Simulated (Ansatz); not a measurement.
# GeS: do the settings matter for the field gradients?

This input was run with Ansatz:

```yaml
crystal:
  lattice:
    - [10.47, 0.0, 0.0]
    - [0.0, 3.641, 0.0]
    - [0.0, 0.0, 4.297]
  atoms:
    - { symbol: Ge, position: [0.622, 0.25, 0.373] }
    - { symbol: Ge, position: [0.878, 0.75, 0.873] }
    - { symbol: Ge, position: [0.122, 0.25, 0.127] }
    - { symbol: Ge, position: [0.378, 0.75, 0.627] }
    - { symbol: S, position: [0.8491, 0.25, 0.5011] }
    - { symbol: S, position: [0.6509, 0.75, 0.0011] }
    - { symbol: S, position: [0.3491, 0.25, 0.9989] }
    - { symbol: S, position: [0.1509, 0.75, 0.4989] }
kpoints:
  mp_grid: { grid: [5, 12, 10] }
scf:
  occupations: { method: fermi_dirac, width: 0.02 }
hamiltonian:
  xc: r2scan
  pseudopotentials: { kind: paw }
output:
  forces: true
  stress: true
  populations: true
  efg:
    quadrupole_moments_barn: { Ge: -0.196, S: -0.0694 }
    contact_densities: true
basis:
  ecutrho_ratio: 4
```

It converged. Of its output the block on the nuclei alone is shown, without the SCF iterations, energies, forces and stress (one atom of each set):

```
--- PAW observables at the nuclei: V_zz in 10²¹ V/m², potentials from the cell's mean, atoms counted from 1 ---
  atom   1  Ge V_zz =    -8.792796   η = 0.2770   by run symmetry: allowed   C_q = +41.6713 MHz
            electrostatic potential = -4321.129359 V   contact ρ = 210113.629999 e/Å³
  atom   5  S  V_zz =    -5.799083   η = 0.0327   by run symmetry: allowed   C_q = +9.7314 MHz
            electrostatic potential = -1633.176665 V   contact ρ = 19740.535765 e/Å³
```

**Question.** Can these gradients be trusted, and how do they compare with a run on standard settings?

**Answer.** Yes, as results of these settings. Against the standard input the change is `hamiltonian.xc`: pbe → r2scan; `basis.ecutrho_ratio`: not typed → 4. A site carries the number of its first atom; V_zz in 10²¹ V/m².

| site | V_zz standard | η standard | V_zz here | η here |
| --- | --- | --- | --- | --- |
| Ge | -7.74 | 0.29 | -8.79 | 0.28 |
| S | -5.42 | 0.03 | -5.80 | 0.03 |

The largest change of V_zz is on Ge, from -7.74 to -8.79. In per cent, |V_zz| changes by +14 on Ge, +7 on S (all sites that start above 0.5). The cutoff that the program takes moves with it, from 420 to 500 eV. SCF iterations: 6 and 7.
